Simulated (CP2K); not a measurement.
Crystal: AgBr.

```
Ag Br
1.0
     4.05901    0.00000    0.00000
     2.02950    3.51520    0.00000
     2.02950    1.17173    3.31416
Ag Br
1 1
Direct
  0.00000 0.00000 0.00000
  0.50000 0.50000 0.50000
```

Base run:

- Program: CP2K 2026.2
- Functional: PBEsol
- Potentials or basis: POTENTIAL_UZH Ag GTH-PBE-q11, Br GTH-PBE-q7; TZVP-MOLOPT-PBE-GTH basis
- Density cutoff: 6123 eV
- k mesh: 8 × 8 × 8
- Occupations: fermi-dirac, width 0.0259 eV
- Spin: no spin polarisation

Its results: band gap on the k mesh 0.38 eV, indirect (least direct gap 2.40 eV); pressure -1.1 GPa.

Question: The run is repeated on the same cell with these changes: functional from PBEsol to PBE; ngrids from 5 to 4. What comes out?

Answer: Band gap on the k mesh 0.62 eV, indirect (least direct gap 2.59 eV); pressure 2.5 GPa.

Caveats: the basis of atomic orbitals isn't converged, which shifts pressures, moduli and gaps; the potentials were made for another functional, which shifts forces and pressure (some runs).
